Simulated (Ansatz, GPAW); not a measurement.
Given: the input of a run of GPAW 26.7.0 (ASE script) on Ca. This isn't the form of Ca at room conditions, which is fcc.

Contents of run.py:

```python
from ase.dft.bandgap import bandgap
from ase.io import read, write
from ase.units import GPa
from gpaw import GPAW, PW

atoms = read('POSCAR')

calc = GPAW(mode=PW(600),
            xc='LDA',
            kpts={'size': (8, 8, 8), 'gamma': True},
            occupations={'name': 'methfessel-paxton', 'order': 0, 'width': 0.05},
            nbands=12,
            convergence={'density': 1e-05, 'energy': 1e-05},
            maxiter=150,
            txt='gpaw.txt')
atoms.calc = calc
energy = atoms.get_potential_energy()
forces = atoms.get_forces()
stress = atoms.get_stress()
calc.write('gs.gpw')
write('result.traj', atoms)
print(f'Energy: {energy:.6f} eV')
print('Forces (eV/A):')
print(forces.round(4))
print('Stress (GPa):', (stress / GPa).round(3))
print('Fermi level:', round(calc.get_fermi_level(), 4), 'eV')
print(f'Gap: {bandgap(calc)[0]:.4f} eV, direct: {bandgap(calc, direct=True)[0]:.4f} eV')
```

Contents of POSCAR:

```
Ca
1.0
   -2.2400000000      2.2400000000      2.2400000000
    2.2400000000     -2.2400000000      2.2400000000
    2.2400000000      2.2400000000     -2.2400000000
Ca
1
Direct
    0.0000000000      0.0000000000      0.0000000000
```

Potentials or basis: the program's PAW data sets (release 1.2.1) made for this functional, pw.

Command:

```console
$ OMP_NUM_THREADS=1 python run.py
```

Question: Set up the same calculation for Ansatz 0.2.0. Potentials or basis there: Ansatz PAW, cutoff 420 eV.

Answer: As run (cutoffs and basis follow the program's own potentials, and thresholds, step limits or extra output files can differ):

input.yaml

```yaml
crystal:
  lattice:
    - [-2.24, 2.24, 2.24]
    - [2.24, -2.24, 2.24]
    - [2.24, 2.24, -2.24]
  atoms:
    - { symbol: Ca, position: [0.0, 0.0, 0.0] }
hamiltonian:
  xc: lda
  pseudopotentials: { kind: paw }
kpoints:
  mp_grid: { grid: [8, 8, 8] }
scf:
  occupations: { method: gaussian, width: 0.05 }
output:
  forces: true
  stress: true
  eigenvalues: true
```

Potentials or basis: Ansatz PAW.

Run with:

```console
$ ansatz run input.yaml --threads 1 --pin off --max-ram 3584MiB --backend cpu --events-out ev --progress --plain --runs-dir out
```

Both were run:

|  | GPAW | Ansatz |
| --- | --- | --- |
| Pressure | -2.4 GPa | -2.5 GPa |

Ansatz's pressure holds a Pulay term of +0.00 GPa for its cutoff of 420 eV, which the other run lacks.

Ansatz's potentials were made for PBE.

Where Ansatz's input types no cutoff or centring, it takes its own default and a Γ-centred mesh.

The two programs' LDA may be different fits to the electron gas.

Pressure is positive in compression.
